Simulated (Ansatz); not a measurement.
The system is WS2.

```
W S
1.0
     1.57900    0.91164    6.16333
    -1.57900    0.91164    6.16333
     0.00000   -1.82327    6.16333
W S
1 2
Direct
  0.00000 0.00000 0.00000
  0.58100 0.58100 0.58100
  0.75030 0.75030 0.75030
```

Measurements of this composition are mostly on another form, of space group No. 194.

```yaml
Program: Ansatz 0.2.0
Task: relaxation of cell and atoms
Functional: PBE0
Potentials_or_basis: Ansatz PAW
Cutoff: "420 eV (not typed: the program's choice for these potentials)"
k_mesh: 6 × 6 × 6
Occupations: fermi-dirac, width 0.05 eV
Spin: no spin polarisation
```

At the start: volume 17.74 Å³/atom.

Where does the relaxation end?

It ends after 14 steps and the volume is 20.95 Å³/atom (+18.1 %); space group R3m (No. 160, to 0.05 Å).

The path:
| step | energy change (eV) | largest force (eV/Å) | volume (Å³) |
| --- | --- | --- | --- |
| 1 | 0.0000 | 0.6567 | 53.23 |
| 2 | -0.0217 | 0.6125 | 56.75 |
| 3 | -0.0430 | 0.0734 | 56.84 |
| 4 | -0.0469 | 0.0142 | 57.95 |
| 5 | -0.0491 | 0.0132 | 59.53 |
| 6 | -0.0492 | 0.0047 | 60.01 |
| 7 | -0.0491 | 0.0101 | 60.31 |
| 8 | -0.0492 | 0.0004 | 60.28 |
| 9 | -0.0528 | 0.0013 | 60.28 |
| 10 | -0.0532 | 0.0190 | 61.26 |
| 11 | -0.0532 | 0.0129 | 62.46 |
| 12 | -0.0533 | 0.0016 | 62.67 |
| 13 | -0.0532 | 0.0038 | 62.86 |
| 14 | -0.0540 | 0.0037 | 62.86 |

Final structure:
```
W S
1.0
     1.57866    0.91144    7.28102
    -1.57866    0.91144    7.28102
     0.00000   -1.82288    7.28102
W S
1 2
Direct
  0.99932 0.99932 0.99932
  0.59464 0.59464 0.59464
  0.73734 0.73734 0.73734
```

Caveat: the volume moved by over 15 % at a fixed basis, so the end points are rough; the plane-wave basis is chosen anew once the cell has moved, so the energies of steps on either side of that aren't comparable; the PAW data sets come from PBE, with cores solved anew for the run's functional, which leaves a small shift of forces and pressure.
